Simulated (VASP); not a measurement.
# ZrC (Fm-3m) in VASP: notebook, part 2 of 2

VASP 6.6.1. The steps go on from the part before.

## (4) Single point, PBEsol

The input, INCAR:

```
ALGO = Normal
EDIFF = 1E-6
ENCUT = 550
GGA = PS
ISIF = 2
ISMEAR = 0
LASPH = True
LCHARG = True
LELF = True
LREAL = False
LVHAR = True
LWAVE = False
NBANDS = 15
NELM = 80
PREC = Accurate
SIGMA = 0.1
```

The input, KPOINTS:

```
k-points
0
Gamma
  10 10 10
```

The input, POSCAR:

```
ZrC
1.0
    0.0000000000      2.3650000000      2.3650000000
    2.3650000000      0.0000000000      2.3650000000
    2.3650000000      2.3650000000      0.0000000000
Zr C
1 1
Cartesian
    2.3650000000      2.3650000000      2.3650000000
    0.0000000000      0.0000000000      0.0000000000
```

Potentials or basis: VASP PAW PBE potentials, release 64 (Zr_sv_GW, C_GW).

Run with:

```
$ cat potpaw_PBE.64/Zr_sv_GW/POTCAR potpaw_PBE.64/C_GW/POTCAR > POTCAR
$ mpirun -np 1 vasp_std > vasp.out
```

OUTCAR:

```text
EDIFF = 1E-6
   ENCUT = 550
   GGA = PS
   ISIF = 2
   ISMEAR = 0
   LASPH = True
   LREAL = False
   NELM = 80
   PREC = Accurate

 ion  position               nearest neighbor table
   1  0.500  0.500  0.500-   2 2.37   2 2.37   2 2.37   2 2.37   2 2.37   2 2.37
   2  0.000  0.000  0.000-   1 2.37   1 2.37   1 2.37   1 2.37   1 2.37   1 2.37

  LATTYP: Found a face centered cubic cell.
 ALAT       =     4.7300000000

  Lattice vectors:

 A1 = (   0.0000000000,   2.3650000000,   2.3650000000)
 A2 = (   2.3650000000,   0.0000000000,   2.3650000000)
 A3 = (   2.3650000000,   2.3650000000,   0.0000000000)

Analysis of symmetry for initial positions (statically):
=====================================================================
 Subroutine PRICEL returns:
 Original cell was already a primitive cell.

 Routine SETGRP: Setting up the symmetry group for a
 face centered cubic supercell.

 Subroutine GETGRP returns: Found 48 space group operations
 (whereof 48 operations were pure point group operations)
 out of a pool of 48 trial point group operations.

The static configuration has the point symmetry O_h .

Analysis of symmetry for dynamics (positions and initial velocities):
=====================================================================
 Subroutine PRICEL returns:
 Original cell was already a primitive cell.

 Routine SETGRP: Setting up the symmetry group for a
 face centered cubic supercell.

 Subroutine GETGRP returns: Found 48 space group operations
 (whereof 48 operations were pure point group operations)
 out of a pool of 48 trial point group operations.

The dynamic configuration has the point symmetry O_h .

 Subroutine INISYM returns: Found 48 space group operations
 (whereof 48 operations are pure point group operations),
 and found     1 'primitive' translations

----------------------------------------------------------------------------------------

                                     Primitive cell

  volume of cell :      26.4560

  direct lattice vectors                    reciprocal lattice vectors
     0.000000000  2.365000000  2.365000000    -0.211416490  0.211416490  0.211416490
[... 143 lines left out ...]
 maximum number of plane-waves:       794
 NGX is ok and might be reduce to    28
   NGX = 13   NGY = 13   NGZ = 13

 number of electron      16.0000001 magnetization

 Free energy of the ion-electron system (eV)
  ---------------------------------------------------
  ext. energy  EPLUGINS =         0.00000000
  ---------------------------------------------------
  free energy    TOTEN  =       -22.33356470 eV

  energy without entropy =      -22.33210240  energy(sigma->0) =      -22.33283355

 E-fermi :   9.1896     XC(G=0): -12.1883

 val. band max:        9.1175866530   @ k =   0.1000   0.0000   0.0000
 cond. band min:       9.2286628878   @ k =   0.5000   0.5000   0.0000
 fundamental gap:      0.1110762348
 Fermi energy:         9.1895996841

 k-point     1 :       0.0000    0.0000    0.0000
  band No.  band energies     occupation
      1     -38.8737      2.00000
      2     -16.6233      2.00000
      3     -16.6233      2.00000
      4     -16.6233      2.00000
      5      -2.0381      2.00000
      6      10.1257      0.00000
      7      10.1257      0.00000
      8      10.1257      0.00000
      9      10.2314      0.00000
     10      10.2314      0.00000
     11      10.2314      0.00000
     12      11.9307      0.00000
     13      11.9307      0.00000
     14      16.2582      0.00000
[... 689 lines left out ...]
      2     -17.2020      2.00000
      3     -16.9329      2.00000
      4     -16.7314      2.00000
      5       0.0874      2.00000
      6       5.2384      2.00000
      7       6.8498      2.00000
      8       6.9873      2.00000
      9      11.6255      0.00000
     10      13.7922      0.00000
     11      13.8970      0.00000
     12      15.0774      0.00000
     13      18.0735      0.00000
     14      19.7382      0.00000
     15      22.4860      0.00000

 [... further k-points ...]

------------------------ aborting loop because EDIFF is reached ----------------------------------------

  FORCE on cell =-STRESS in cart. coord.  units (eV):
  Direction    XX          YY          ZZ          XY          YZ          ZX
  --------------------------------------------------------------------------------------
  -------------------------------------------------------------------------------------
  Total       -1.4758854     -1.4758854     -1.4758854     -0.0000000      0.0000000     -0.0000000
  in kB      -89.3798818    -89.3798818    -89.3798818     -0.0000000      0.0000000     -0.0000000
  external PRESSURE =     -89.3798818 kB  Pullay stress =       0.0000000 kB

 VOLUME and BASIS-vectors are now :
 -----------------------------------------------------------------------------
  energy-cutoff  :      550.00
  volume of cell :       26.46
      direct lattice vectors                 reciprocal lattice vectors
     0.000000000  2.365000000  2.365000000    -0.211416490  0.211416490  0.211416490
     2.365000000  0.000000000  2.365000000     0.211416490 -0.211416490  0.211416490
     2.365000000  2.365000000  0.000000000     0.211416490  0.211416490 -0.211416490

 POSITION                                       TOTAL-FORCE (eV/Angst)
 -----------------------------------------------------------------------------------
      2.36500      2.36500      2.36500         0.000000      0.000000      0.000000
      0.00000      0.00000      0.00000         0.000000      0.000000      0.000000
 -----------------------------------------------------------------------------------
    total drift:                                0.000000      0.000000      0.000000

  FREE ENERGIE OF THE ION-ELECTRON SYSTEM (eV)
  ---------------------------------------------------
  free  energy   TOTEN  =       -22.3335647023 eV

  energy  without entropy=      -22.3321023987  energy(sigma->0) =      -22.33283355
```

OSZICAR:

```text
N       E                     dE             d eps       ncg     rms          rms(c)
DAV:   1     0.104969474764E+03    0.10497E+03   -0.92453E+03  1410   0.114E+03
DAV:   2    -0.188743193915E+02   -0.12384E+03   -0.11323E+03  2113   0.380E+02
DAV:   3    -0.267566556268E+02   -0.78823E+01   -0.78301E+01  1893   0.836E+01
DAV:   4    -0.269666418264E+02   -0.20999E+00   -0.20994E+00  2041   0.172E+01
DAV:   5    -0.269690634435E+02   -0.24216E-02   -0.24215E-02  1953   0.162E+00    0.107E+01
DAV:   6    -0.225333430038E+02    0.44357E+01   -0.77023E+00  2153   0.294E+01    0.349E+00
DAV:   7    -0.223887411214E+02    0.14460E+00   -0.82601E-01  1670   0.859E+00    0.192E+00
DAV:   8    -0.223568357567E+02    0.31905E-01   -0.30550E-01  2091   0.483E+00    0.939E-01
DAV:   9    -0.223346460365E+02    0.22190E-01   -0.65827E-02  1850   0.229E+00    0.284E-01
DAV:  10    -0.223337153499E+02    0.93069E-03   -0.46927E-03  1905   0.945E-01    0.704E-02
DAV:  11    -0.223335626280E+02    0.15272E-03   -0.24016E-04  1855   0.229E-01    0.176E-02
DAV:  12    -0.223335652094E+02   -0.25813E-05   -0.35278E-05  1760   0.705E-02    0.545E-03
DAV:  13    -0.223335647023E+02    0.50707E-06   -0.40347E-06  1942   0.207E-02
   1 F= -.22333565E+02 E0= -.22332834E+02  d E =-.146230E-02
```

It took 23 s on 1 thread of Intel Xeon Platinum 8488C (Sapphire Rapids), shared host; peak memory 0.17 GiB.

Results:

- Free energy: -22.3336 eV
- Pressure: -8.9 GPa
- Band gap on the k mesh: none (metal or under the smearing width)

Levels at points of the mesh, in eV from the Fermi level:
```csv
k point,band 4,band 5,band 6,band 7,band 8,band 9,band 10,band 11,band 12,band 13
"(0.00, 0.00, 0.00)",-25.81,-11.23,0.94,0.94,0.94,1.04,1.04,1.04,2.74,2.74
"(0.50, 0.00, 0.00)",-25.89,-8.19,-5.27,-2.89,-2.89,4.39,4.39,5.21,6.38,9.95
"(0.50, 0.50, 0.00)",-26.08,-10.03,-2.10,-1.76,0.04,0.04,4.35,5.53,5.53,7.80
```

Caveat: the PAW data sets were made with another functional, which shifts forces and pressure a little.

## (5) Single point, PBEsol

The input, run.py:

```python
from ase.calculators.vasp import Vasp
from ase.dft.bandgap import bandgap
from ase.io import read

atoms = read('ZrC.cif')
calc = Vasp(
    directory='calc',
    xc='pbesol',
    pp='PBE',
    setups='gw',
    prec='Accurate',
    encut=550,
    ediff=1e-07,
    ismear=0,
    sigma=0.1,
    lreal=False,
    lasph=True,
    nelm=100,
    algo='Normal',
    isif=2,
    lwave=False,
    lcharg=False,
    kpts=[10, 10, 10],
    gamma=True,
)
atoms.calc = calc

print('energy (eV):', atoms.get_potential_energy())
print('free energy (eV):', atoms.get_potential_energy(force_consistent=True))
print('forces (eV/A):')
print(atoms.get_forces())
print('stress (eV/A^3, Voigt):', atoms.get_stress())
print('Fermi level (eV):', calc.get_fermi_level())
gap, top, bottom = bandgap(calc)
print('band gap (eV):', gap, 'from (spin, k, band)', top, 'to', bottom)
```

The input, ZrC.cif:

```cif
data_ZrC
_cell_length_a 3.34461508
_cell_length_b 3.34461508
_cell_length_c 3.34461508
_cell_angle_alpha 60.00000000
_cell_angle_beta 60.00000000
_cell_angle_gamma 60.00000000
_space_group_name_H-M_alt 'P1'
_space_group_name_Hall 'P 1'
_space_group_IT_number 1
loop_
_space_group_symop_operation_xyz
'x,y,z'
loop_
_atom_site_label
_atom_site_type_symbol
_atom_site_symmetry_multiplicity
_atom_site_Wyckoff_symbol
_atom_site_fract_x
_atom_site_fract_y
_atom_site_fract_z
_atom_site_occupancy
Zr1 Zr 1 a 0.5000000000 0.5000000000 0.5000000000 1
C1 C 1 a 0.0000000000 0.0000000000 0.0000000000 1
```

Run with:

```
$ python run.py
```

Wall time 30 s (1 thread of Intel Xeon Platinum 8488C (Sapphire Rapids), shared host); peak memory 0.17 GiB.

It converged, with:

| Quantity | Value |
| --- | --- |
| Free energy | -22.3336 eV |
| Pressure | -8.9 GPa |
| Band gap on the k mesh | none (metal or under the smearing width) |

Levels at points of the mesh, in eV from the Fermi level:
```tsv
k point	band 6	band 7	band 8	band 9	band 10	band 11
(0.00, 0.00, 0.00)	0.94	0.94	0.94	1.04	1.04	1.04
(0.50, 0.00, 0.00)	-5.27	-2.89	-2.89	4.39	4.39	5.21
(0.50, 0.50, 0.00)	-2.10	-1.76	0.04	0.04	4.35	5.53
```

Caveat: the PAW data sets were made with another functional, which shifts forces and pressure a little.

## (6) The reference run

An earlier run on the cell as given: functional PBE; potentials or basis VASP PAW PBE potentials, release 64 (Zr_sv, C); cutoff 520 eV; k mesh 10 × 10 × 10; occupations fermi-dirac, width 0.05 eV; no spin polarisation.

* Pressure: -2.7 GPa
* Band gap on the k mesh: none (metal or under the smearing width)

## (7) The runs side by side

```tsv
level	potentials or basis	cutoff (eV)	smearing	gap on the mesh (eV)	pressure (GPa)
PBEsol	VASP PAW PBE potentials, release 54 (Zr_sv, C)	520	gaussian 0.1 eV	none	-8.2
PBEsol	VASP PAW PBE potentials, release 64 (Zr_sv_GW, C_GW)	550	gaussian 0.1 eV	none	-8.9
PBE	VASP PAW PBE potentials, release 64 (Zr_sv, C)	520	fermi-dirac 0.05 eV	none	-2.7
```

Alike in all rows: task single point; no spin polarisation; cell as given; k mesh 10 × 10 × 10.

Caveats: the PAW data sets were made with another functional, which shifts forces and pressure a little (some runs).

Absolute energies hang on the potentials; compare differences alone.
